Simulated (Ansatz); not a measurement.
Input of an Ansatz 0.2.0 run:

Contents of input.yaml:

```yaml
crystal:
  lattice:
    - [3.3545324186, 0.0, 0.0]
    - [-1.6772662093, 2.9051102923, 0.0]
    - [0.0, 0.0, 5.47016065]
  atoms:
    - { symbol: Sb, position: [0.6666666667, 0.3333333333, 0.75] }
    - { symbol: Sb, position: [0.3333333333, 0.6666666667, 0.25] }
hamiltonian:
  xc: pbe
  pseudopotentials: { kind: paw }
kpoints:
  mp_grid: { grid: [9, 9, 5] }
  band_path:
    path:
      - [[0.0, 0.0, 0.0], [0.5, 0.0, 0.0], [0.3333333333, 0.3333333333, 0.0], [0.0, 0.0, 0.0], [0.0, 0.0, 0.5], [0.5, 0.0, 0.5], [0.3333333333, 0.3333333333, 0.5], [0.0, 0.0, 0.5]]
      - [[0.5, 0.0, 0.5], [0.5, 0.0, 0.0]]
      - [[0.3333333333, 0.3333333333, 0.0], [0.3333333333, 0.3333333333, 0.5]]
    npoints: 14
scf:
  occupations: { method: fermi_dirac, width: 0.05 }
  n_extra_bands: 6
output:
  forces: true
  stress: true
  eigenvalues: true
  fatbands: false
```

Potentials or basis: Ansatz PAW.

Launch:

```console
$ ansatz run input.yaml --threads 2 --pin off --max-ram 5632MiB --backend cpu --events-out ev --progress --plain --runs-dir out
```

Problem. What does it give for the pressure?

Solution. 1.5 GPa.

Problem. What does it give for the band gap on the k mesh?

Solution. None (metal or under the smearing width).

Levels at the corners of the path, in eV from the Fermi level:
```csv
point,band 12,band 13,band 14,band 15,band 16,band 17,band 18,band 19
Γ,-9.07,-5.79,3.70,3.70,5.35,5.35,5.59,7.95
M,-8.00,-4.26,-2.99,-2.21,-0.06,0.47,3.78,4.58
K,-8.07,-4.40,-2.10,-2.10,-0.96,-0.68,-0.68,3.67
Γ,-9.07,-5.79,3.70,3.70,5.35,5.35,5.59,7.95
A,-11.67,-0.70,-0.70,4.52,4.52,4.52,4.52,8.89
L,-8.42,-5.28,-5.28,1.71,1.71,1.91,1.91,5.96
H,-7.76,-4.22,-4.22,-3.17,-3.17,3.14,3.14,7.73
A,-11.67,-0.70,-0.70,4.52,4.52,4.52,4.52,8.89
L,-8.42,-5.28,-5.28,1.71,1.71,1.91,1.91,5.96
M,-8.00,-4.26,-2.99,-2.21,-0.06,0.47,3.78,4.58
K,-8.07,-4.40,-2.10,-2.10,-0.96,-0.68,-0.68,3.67
H,-7.76,-4.22,-4.22,-3.17,-3.17,3.14,3.14,7.73
```

Caveat: spin-orbit coupling is left out, which moves the levels of the heavy elements.
